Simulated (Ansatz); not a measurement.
# NaH (Fm-3m): from the cell to its phonons, part 3 of 3

Aim: the vibrations of NaH (Fm-3m), their spectra, and whether the structure is stable.

Ansatz 0.2.0; DFT PBEsol, scalar-relativistic, plane waves, PAW; PAW set soft_1.

So far. Step 3 (Relaxing to small forces for the phonons): The forces vanish by symmetry and the pressure is 0.006 GPa, within the tolerances set. The cell now holds 13.75 Å³/atom. Step 4 (Linear response at the zone centre): Before it was imposed, the acoustic sum rule was missed by 2.1e-4 eV/Å² and the charge sum rule by 6.3e-5 e. Small misses are needed for a sound result but don't prove that mesh and cutoff are converged. The relaxed cell has a = 4.791 Å (conventional setting).

## 5. Response at finite wavevector (continued)

The partial phonon density of states has structure finer than the step of the table below, so its rows give means over 25 cm⁻¹, whole bins alone (the curve runs from -10 to 928 cm⁻¹). Peaks (cm⁻¹: height): H 603.7: 0.0131, 863.3: 0.0129; Na 131.6: 0.0416, 196.5: 0.0286.

Phonopy on the run's constants, 21x21x21 mesh, Gaussian sigma 6.7 cm-1. Interpolated from a 4×4×4 q mesh. Table of partial phonon density of states by wavenumber; means over each step; values in 1/cm⁻¹/cell:

| wavenumber (cm⁻¹) | H | Na |
| --- | --- | --- |
| 25 | 1.2e-5 | 2.9e-4 |
| 50 | 4.2e-5 | 0.00123 |
| 75 | 9.0e-5 | 0.00359 |
| 100 | 1.4e-4 | 0.0105 |
| 125 | 1.6e-4 | 0.0329 |
| 150 | 1.0e-4 | 0.0269 |
| 175 | 7.3e-5 | 0.0148 |
| 200 | 7.4e-5 | 0.0224 |
| 225 | 1.6e-5 | 0.00636 |
| 250 | 6.0e-8 | 4.1e-4 |
| 275 | 0 | 0 |
| 300 | 0 | 0 |
| 325 | 0 | 0 |
| 350 | 0 | 0 |
| 375 | 0 | 0 |
| 400 | 0 | 0 |
| 425 | 0 | 0 |
| 450 | 0 | 0 |
| 475 | 0 | 0 |
| 500 | 3.3e-5 | 6.6e-7 |
| 525 | 0.00149 | 4.8e-5 |
| 550 | 0.00486 | 9.7e-5 |
| 575 | 0.00934 | 8.2e-5 |
| 600 | 0.0129 | 6.2e-5 |
| 625 | 0.0126 | 5.1e-5 |
| 650 | 0.0123 | 4.9e-5 |
| 675 | 0.0108 | 3.4e-5 |
| 700 | 0.00662 | 1.5e-5 |
| 725 | 0.00521 | 4.9e-6 |
| 750 | 0.00313 | 0 |
| 775 | 0.00186 | 0 |
| 800 | 0.00514 | 4.6e-7 |
| 825 | 0.00947 | 1.3e-5 |
| 850 | 0.0120 | 6.1e-5 |
| 875 | 0.0104 | 1.6e-4 |
| 900 | 0.00123 | 3.5e-5 |

Second derivatives of the energy by pair, one row for each kind of neighbour of each atom listed. Each entry sums the pair over the periodic images of the supercell that the q mesh stands for, and in a polar crystal it holds the long-range dipole part too. Force constants by pair, by row:

| atom | neighbour | distance (Å) | third of the trace (eV/Å²) | along the pair's line (eV/Å²) |
| --- | --- | --- | --- | --- |
| Na1 | itself | 0 | 2.31 | – |
| Na1 | H | 2.396 | -0.2492 | -0.2558 |
| Na1 | Na | 3.388 | -0.0627 | -0.4497 |
| Na1 | H | 4.149 | 0.0049 | 0.1197 |
| Na1 | Na | 4.791 | -0.0322 | -0.1048 |
| Na1 | H | 5.357 | 0.0103 | 0.0643 |
| Na1 | Na | 5.868 | -0.0076 | -0.0475 |
| Na1 | Na | 6.776 | -0.0026 | -0.0475 |
| Na1 | H | 7.187 | 0.0085 | 0.0319 |
| H2 | itself | 0 | 1.87 | – |
| H2 | Na | 2.396 | -0.2492 | -0.2558 |
| H2 | H | 3.388 | -0.0374 | -0.2503 |
| H2 | Na | 4.149 | 0.0049 | 0.1197 |
| H2 | H | 4.791 | -7.00e-4 | -0.0557 |
| H2 | Na | 5.357 | 0.0103 | 0.0643 |
| H2 | H | 5.868 | -0.0103 | -0.0488 |
| H2 | H | 6.776 | -0.0158 | -0.0647 |
| H2 | Na | 7.187 | 0.0085 | 0.0319 |

Harmonic thermodynamic functions per atom, from the density of states. Interpolated from a 4×4×4 q mesh. Thermodynamic functions, by row:

| T (K) | F_vib (meV/atom) | S (J/mol-atom/K) | C_V (J/mol-atom/K) |
| --- | --- | --- | --- |
| 0 | 79.75 | 0 | 0 |
| 50 | 79.59 | 1.275 | 3.509 |
| 100 | 77.87 | 5.485 | 8.566 |
| 200 | 68.11 | 13.04 | 13.47 |
| 300 | 51.3 | 19.24 | 17.18 |
| 400 | 28.54 | 24.55 | 19.64 |
| 500 | 0.68 | 29.11 | 21.19 |
| 600 | -31.59 | 33.06 | 22.18 |
| 700 | -67.69 | 36.54 | 22.84 |
| 800 | -107.2 | 39.62 | 23.29 |
| 900 | -149.7 | 42.38 | 23.61 |
| 1000 | -194.9 | 44.88 | 23.85 |

Harmonic mean-square displacement, third of the trace. Interpolated from a 4×4×4 q mesh. Mean square displacements, by row:

| T (K) | Na1 U_eq (Å²) | H2 U_eq (Å²) |
| --- | --- | --- |
| 0 | 0.00521 | 0.02503 |
| 100 | 0.00748 | 0.02589 |
| 300 | 0.01816 | 0.03095 |
| 600 | 0.03545 | 0.04556 |

Symmetry leaves 8 wavevectors to solve. The lowest mode among them, the acoustic zeros apart, lies at q = (0, 0, 0.25) and is real, 92.7 cm⁻¹.

## 6. Isotope substitution

An isotope changes the mass and not the force constants, so no new electronic calculation is needed; the shifts show which modes move this element.

The same force constants with the mass of H changed from 1.008 to 2.014 u (phonopy, no LO-TO term). Both lists are sorted by frequency; levels can cross, so a row need not hold one and the same mode. Modes under 3 cm⁻¹ are left out. Isotope shifts, by row:

| q | rank | natural mass (cm⁻¹) | changed mass (cm⁻¹) |
| --- | --- | --- | --- |
| 0 0 0 | 4 | 519.6 | 375.2 |
| 0 0 0 | 5 | 519.6 | 375.2 |
| 0 0 0 | 6 | 519.6 | 375.2 |
| 0 0 0.25 | 1 | 92.72 | 91.96 |
| 0 0 0.25 | 2 | 92.72 | 91.96 |
| 0 0 0.25 | 3 | 166.4 | 164.5 |
| 0 0 0.25 | 4 | 555 | 395.9 |
| 0 0 0.25 | 5 | 555 | 395.9 |
| 0 0 0.25 | 6 | 885.5 | 634 |
| 0 0 -0.5 | 1 | 124.5 | 124.5 |
| 0 0 -0.5 | 2 | 124.5 | 124.5 |
| 0 0 -0.5 | 3 | 239.4 | 239.4 |
| 0 0 -0.5 | 4 | 585.6 | 414.3 |
| 0 0 -0.5 | 5 | 585.6 | 414.3 |
| 0 0 -0.5 | 6 | 875.6 | 619.4 |
| 0 0.25 0.25 | 1 | 107.5 | 106.8 |
| 0 0.25 0.25 | 2 | 107.5 | 106.8 |
| 0 0.25 0.25 | 3 | 164.3 | 163 |
| 0 0.25 0.25 | 4 | 610.8 | 435.4 |
| 0 0.25 0.25 | 5 | 610.8 | 435.4 |
| 0 0.25 0.25 | 6 | 864.4 | 616.1 |

A mode of this element alone would shift by -29.26 %. The highest zone-centre frequency without the field goes from 519.6 to 375.2 cm⁻¹ (-27.8 %). The product of the frequency ratios over all optical modes at Γ is 0.377; the product rule, (m/m′)^(3k/2) (M′/M)^(3/2) with k = 1 such atoms and M the mass of the cell, gives 0.377.

## 7. Results

```json
{
  "space group after relaxation (within 0.01 Å)": "Fm-3m",
  "volume per atom": "13.7 Å³",
  "gap on the k-mesh": "3.61 eV",
  "highest optical mode at the zone centre (no LO-TO term)": "520 cm⁻¹",
  "top of the zone-centre spectrum with the field": "892 cm⁻¹",
  "lowest optical zone-centre mode": "520 cm⁻¹",
  "mean high-frequency dielectric constant": "3.25",
  "mean static dielectric constant": "9.56",
  "largest Born charge (third of the trace)": "0.959 e",
  "lowest mode on the q mesh (acoustic modes at Γ apart)": "92.7 cm⁻¹",
  "highest frequency on the path or at a solved wavevector": "892 cm⁻¹",
  "zero-point energy per atom": "79.8 meV",
  "heat capacity at 300 K": "17.2 J/(mol atoms K)",
  "vibrational entropy at 300 K": "19.2 J/(mol atoms K)",
  "Debye temperature (second moment)": "960 K",
  "imaginary modes on the 4×4×4 q mesh": "none"
}
```

In words: The structure is a minimum as far as tested: no mode is imaginary at the 8 irreducible wavevectors of the 4×4×4 mesh, and the softest away from the acoustic zeros lies at 93 cm⁻¹. Without the field, the optical modes at Γ form one degenerate level at 520 cm⁻¹. The highest mode in this list at Γ, 519.6 cm⁻¹, is mostly motion of H (96 % of the kinetic energy). With the macroscopic field of the longitudinal modes the top of the zone-centre spectrum lies at 892 cm⁻¹, against 520 cm⁻¹ without it. Lattice motion raises the mean dielectric constant from 3.249 to 9.564. The strongest infrared line is at 520 cm⁻¹. No mode is Raman active to first order. On the path and the mesh, the widest gap between branches runs from 239 to 520 cm⁻¹. The PAW files were made for PBE and serve the other functionals too. These are harmonic frequencies at zero temperature: anharmonic shifts, linewidths and thermal expansion are left out.

[Logs are printed without paths, hosts, clocks, repeated set-up lines and the standing remarks that a program may print on its own settings, such as how far it seeks lower states.]

[Hosts, paths, dates, database ids (printed as entryN), source tags and the programs' standing remarks are cut or masked in the printed files.]
